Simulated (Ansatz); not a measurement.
InCuS2:
```
InCuS2
1.0
   -2.76096     2.76096     5.56520
    2.76096    -2.76096     5.56520
    2.76096     2.76096    -5.56520
Cu In S
2 2 4
Direct
  0.00000   0.00000   0.00000
  0.75000   0.25000   0.50000
  0.50000   0.50000   0.00000
  0.25000   0.75000   0.50000
  0.37500   0.34666   0.47166
  0.65334   0.12500   0.02834
  0.87500   0.90334   0.52834
  0.09666   0.62500   0.97166
```

x, y and z are the axes in which the lattice vectors are written.

Task: Give the proper piezoelectric stress tensor with relaxed ions from r²SCAN in the plane-wave PAW code Ansatz.

Result: In C/m², rows x, y, z, Voigt columns; mesh uncertainty up to 0.00.
```
0.00  0.00  0.00  0.21  0.00  0.00
0.00  0.00  0.00  0.00  0.21  0.00
0.00  0.00  0.00  0.00  0.00  0.31
```

The elastic tensor of the same run (GPa):

|  | 1 | 2 | 3 | 4 | 5 | 6 |
|---|---|---|---|---|---|---|
| 1 | 94.2 | 62.3 | 63.3 | 0.0 | 0.0 | 0.0 |
| 2 | 62.3 | 94.2 | 63.3 | 0.0 | 0.0 | 0.0 |
| 3 | 63.3 | 63.3 | 96.0 | 0.0 | 0.0 | 0.0 |
| 4 | 0.0 | 0.0 | 0.0 | 39.8 | 0.0 | 0.0 |
| 5 | 0.0 | 0.0 | 0.0 | 0.0 | 39.8 | 0.0 |
| 6 | 0.0 | 0.0 | 0.0 | 0.0 | 0.0 | 37.7 |

Task: Convert to strain constants d = e·S.

Result: In pC/N:
```
0.0  0.0  0.0  5.3  0.0  0.0
0.0  0.0  0.0  0.0  5.3  0.0
0.0  0.0  0.0  0.0  0.0  8.2
```

Space group I-42d (chalcopyrite). The r²SCAN relaxation kept the symmetry of its start. No spin polarisation was allowed. Signs of piezoelectric constants follow the polarity of the cell as given.

Potentials: the later of the program's two PAW sets.
